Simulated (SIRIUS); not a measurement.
The system is C.

```
C
1.0
     0.00000    1.78337    1.78337
     1.78337    0.00000    1.78337
     1.78337    1.78337    0.00000
C
2
Cartesian
  2.6751 2.6751 2.6751
  1.7834 1.7834 1.7834
```

This isn't the form of C at room conditions, which is graphite.

Base run:

* Program: SIRIUS 7.10.0
* Functional: LDA
* Potentials or basis: PseudoDojo 0.4.1 PBE standard (scalar relativistic)
* Cutoff: 1127 eV
* Density cutoff: 4507 eV
* k mesh: 13 × 13 × 13
* Occupations: fermi-dirac, width 0.05 eV
* Spin: no spin polarisation

Its results: band gap on the k mesh 3.97 eV; pressure -5.0 GPa.

**Question.** The run is repeated on the same cell with these changes: functional from LDA to PBEsol; libxc names from ["XC_LDA_X", "XC_LDA_C_PW"] to ["XC_GGA_X_PBE_SOL", "XC_GGA_C_PBE_SOL"]. What comes out?

**Answer.** Band gap on the k mesh 4.02 eV; pressure -3.8 GPa.

Caveats: the potentials were made for another functional, which shifts forces and pressure; an odd mesh through Γ misses points on the zone boundary, where band edges often lie.
